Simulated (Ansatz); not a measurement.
Input and command of a plane-wave DFT calculation in Ansatz:

```yaml
crystal:
  lattice:
    - [-3.1825, 3.1825, 2.7285]
    - [3.1825, -3.1825, 2.7285]
    - [3.1825, 3.1825, -2.7285]
  atoms:
    - { symbol: Co, position: [0.25, 0.25, 0.0] }
    - { symbol: Co, position: [0.75, 0.75, 0.0] }
    - { symbol: Sn, position: [0.658, 0.158, 0.816] }
    - { symbol: Sn, position: [0.158, 0.342, 0.5] }
    - { symbol: Sn, position: [0.342, 0.842, 0.184] }
    - { symbol: Sn, position: [0.842, 0.658, 0.5] }
basis:
  ecutwfc: 420
kpoints:
  mp_grid: { grid: [8, 8, 8] }
hamiltonian:
  xc: pbesol
scf:
  occupations: { method: gaussian, width: 0.05 }
output:
  forces: true
  stress: true
  eigenvalues: true
```

```bash
ansatz run input.yaml --threads 1 --pin off --max-ram 2560MiB --backend cpu --events-out ev --progress --plain --runs-dir out
```

Processor: Intel(R) Xeon(R) Processor @ 2.50GHz (Skylake/Cascade Lake), 1 thread, on a host shared with other jobs.

Question: Estimate time, memory and problem size.

Answer: About 36 s on 1 thread of Intel(R) Xeon(R) Processor @ 2.50GHz (Skylake/Cascade Lake) (shared host), peak memory 0.56 GiB. It solves 54 bands at 59 k points (the mesh reduced by symmetry) with about 2169 plane waves, in 7 SCF iterations.
